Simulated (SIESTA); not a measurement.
Sb:

```
CELL_PARAMETERS angstrom
3.16000 0.00000 0.00000
0.00000 3.16000 0.00000
0.00000 0.00000 3.16000
ATOMIC_POSITIONS crystal
Sb 0.00000 0.00000 0.00000
```

This isn't the form of Sb at room conditions, which is rhombohedral.

Base run:

```yaml
Program: SIESTA 5.4.2
Functional: PBE
Potentials_or_basis: PseudoDojo 0.4 standard (PBE files)
Basis: DZP (energy shift 0.002 Ry)
Grid_cutoff: 500 Ry
Energy_shift: 0.002 Ry
k_mesh: 8 × 8 × 8
Occupations: fermi-dirac, width 0.05 eV
Spin: no spin polarisation
```

Its results: band gap on the k mesh none (metal or under the smearing width); pressure -1.1 GPa.

Task: The run is repeated on the same cell with these changes: functional from PBE to vdW-DF; basis from DZP (energy shift 0.002 Ry) to DZDP (energy shift 0.002 Ry). What comes out?

Result: Band gap on the k mesh none (metal or under the smearing width); pressure 2.0 GPa.

Several settings changed at once, so the effect can't be laid on one alone.

Caveats: semicore shells carry a single zeta, which can move pressures by several GPa and volumes by a few percent; the basis of atomic orbitals isn't converged, which shifts pressures, moduli and gaps; the potentials were made for another functional, which shifts forces and pressure (some runs).
